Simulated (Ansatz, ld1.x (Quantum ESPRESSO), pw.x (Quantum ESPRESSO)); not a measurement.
# Equation-of-state test of one TM potential (technetium (Tc))

technetium (Tc), norm-conserving Troullier–Martins (Kleinman–Bylander form), made with ld1.x (Quantum ESPRESSO) 7.5 (PBE, scalar-relativistic). Core [Kr], reference 4d5 5s2 5p0. Waves: 5p (bound, empty): rc 2.80 bohr; 4d (bound): rc 1.76 bohr; 5s (bound): rc 2.08 bohr. Local part: the s channel. Core correction: a·sin(br)/r model core, default radius (core density twice the valence density).

Atomic tests: cutoffs needed: 45 Ry and 55 Ry (the cutoffs (Ry, on a coarse ladder) from which the occupation-weighted sum of valence levels, in a spherical-Bessel basis at the reference potential, stays within 10 and 1 mRy of its value at 400 Ry); ghost test: no extra level below or beside the all-electron valence levels (p, d, s, f tested) (spherical-Bessel basis up to 400 Ry, 20 bohr box); largest excitation error: -262 meV (all-electron minus pseudo) for 4d4 5s0 5p0, out of 7 test configurations.

Crystal test: bcc Tc in pw.x 7.5, no spin, 15³ k-points, Fermi–Dirac smearing 0.01 Ry, cutoffs 70/280 Ry. The reference is all-electron LAPW (Ansatz 0.2.0) with the same functional, mesh and smearing; V0 and B0 come from Birch–Murnaghan fits to the pressures at five volumes. Errors are pseudo minus all-electron; Δ is the rms difference of the E(V) curves that follow from these fits, minima aligned, over ±6 % about the mean V0. Mesh and smearing are coarse, so the numbers serve the comparison and aren't converged zero-temperature values; the lattice is a test structure that the element need not adopt.

| V (Å³/atom) | P all-electron (GPa) | P pseudo (GPa) |
| --- | --- | --- |
| 13.899 | 17.20 | 36.32 |
| 14.265 | 8.23 | 25.49 |
| 14.631 | 0.42 | 16.02 |
| 14.997 | -6.37 | 7.76 |
| 15.363 | -12.28 | 0.55 |

All-electron: a0 = 3.083 Å (V0 = 14.65 Å³/atom), B0 = 289.0 GPa.

Pseudopotential: mean pressure error (GPa): +15.79. The pressure does not cross zero within the volumes sampled, so no fit is given. The largest radius (2.80 bohr) exceeds half the bond length (2.52 bohr), so the spheres overlap, which is one possible source of error among others. This is a poor potential for the solid.

Task: At the middle volume, how do free energy and pressure move when the wave cutoff is lowered (ecutrho kept at four times it)?

Result:

```tsv
cutoff (Ry)	shift of F (meV/atom)	shift of P (GPa)
32	+1635.8	-78.39
42	+191.5	-14.29
56	+2.9	-0.17
```

The run at the middle volume (120 k-points, 7 iterations) took about 12 s on one core of a shared host (Neoverse-V2, 96 threads, 742 GiB, load 60).
